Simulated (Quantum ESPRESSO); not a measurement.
The system is CdTe.

```xyz
2
Lattice="0.0000 3.2050 3.2050 3.2050 0.0000 3.2050 3.2050 3.2050 0.0000" Properties=species:S:1:pos:R:3 pbc="T T T"
Te    4.8075    4.8075    4.8075
Cd    0.0000    0.0000    0.0000
```

| Item | Value |
| --- | --- |
| Program | Quantum ESPRESSO 7.5 |
| Task | phonons |
| Functional | LDA |
| Potentials or basis | JTH 2.0 LDA |
| Cutoff | 490 eV |
| Density cutoff | 2939 eV |
| k mesh | 6 × 6 × 6, shifted |
| Occupations | fermi-dirac, width 0.05 eV |
| Spin | no spin polarisation |
| Form of the LDA correlation | PW92 |
| Mixing beta | 0.5 |
| Most SCF iterations | 120 |
| SCF threshold | 4e-10 Ry |

The first run showed a gap, so the response started from a second, tighter run with fixed occupations.

At Γ the optical frequencies without the macroscopic field are 150 150 150 cm⁻¹, at a pressure of -0.2 GPa.

**Question.** How do the modes respond when the cell is scaled evenly, at fixed shape?

**Answer.** The highest of these modes has a Grüneisen parameter of 1.78 and moves by +5.7 cm⁻¹ per GPa. None of the listed modes softens on compression. The pressures give a bulk modulus of about 47 GPa.

Frequencies at 99 % and 101 % of the volume (pressures 0.3 and -0.6 GPa), ions relaxed:
| mode | 99 % (cm⁻¹) | 101 % (cm⁻¹) | Grüneisen parameter |
| --- | --- | --- | --- |
| 4 | 153.0 | 147.7 | 1.78 |
| 5 | 153.0 | 147.7 | 1.78 |
| 6 | 153.0 | 147.7 | 1.78 |

Modes are matched by their order; those that don't vary smoothly over the three volumes are left out.

Caveat: the cutoff is low for these files, which shifts pressure and relaxed volume; the shifted mesh misses Γ, where the gap is smaller or closed, so treating the crystal as an insulator may be wrong and the dielectric response too small.
